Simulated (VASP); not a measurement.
Write the native input for VASP 6.6.1 that does the following.

| Item | Value |
| --- | --- |
| Task | relaxation of the atoms |
| Functional | LDA |
| Potentials or basis | VASP PAW LDA potentials, release 64 (Ga_d, P) |
| Cutoff | 600 eV |
| k mesh | 8 × 8 × 8 |
| Occupations | gaussian, width 0.03 eV |
| Spin | no spin polarisation |
| Further INCAR settings | ALGO = Normal; EDIFF = 1e-07; IBRION = 2; EDIFFG = -0.01; NSW = 40 |

The structure of GaP lies in POSCAR:

```
GaP                                     
1.0
    0.0000000000      2.7321723948      2.7321723948
    2.7321723948      0.0000000000      2.7321723948
    2.7321723948      2.7321723948      0.0000000000
  Ga              P             
     1     1
Direct
     0.0000000000000000    0.0000000000000000    0.0000000000000000
     0.2500000000000000    0.2500000000000000    0.2500000000000000
```

The cell isn't the ideal one: a relaxed cell with its volume scaled by 1.04.

The input as run:

INCAR

```
SYSTEM = GaP
ALGO     = Normal         ! electronic algorithm
EDIFF    = 1E-7           ! SCF threshold, eV
EDIFFG   = -0.01          ! ionic threshold
ENCUT    = 600            ! plane-wave cutoff, eV
GGA      = CA             ! functional
IBRION   = 2              ! ionic algorithm
ISIF     = 2              ! what is computed and relaxed
ISMEAR   = 0              ! smearing method
LASPH    = .True.         ! aspherical terms in the spheres
LCHARG   = .False.        ! write CHGCAR
LREAL    = .False.        ! projectors in reciprocal space
LWAVE    = .False.        ! write WAVECAR
NELM     = 80             ! most SCF steps
NSW      = 40             ! ionic steps
PREC     = Accurate       ! precision mode
SIGMA    = 0.03           ! smearing width, eV
```

KPOINTS

```
k-points
0
Gamma
  8 8 8
  0 0 0
```

Potentials or basis: VASP PAW LDA potentials, release 64 (Ga_d, P).

The run is started by

```sh
$ cat potpaw_LDA.64/Ga_d/POTCAR potpaw_LDA.64/P/POTCAR > POTCAR
$ mpirun -np 1 vasp_std > vasp.out
```

Results of the run:

The pressure after relaxing is -3.2 GPa and the band gap on the k mesh is 1.49 eV, indirect (least direct gap 1.57 eV).

Caveat: the relaxation stopped at its first step, so nothing moved.

It took 8.9 s on 1 thread of AMD EPYC 9R45 96-Core Processor (Zen 5), with other jobs on the host, peak memory 0.13 GiB.
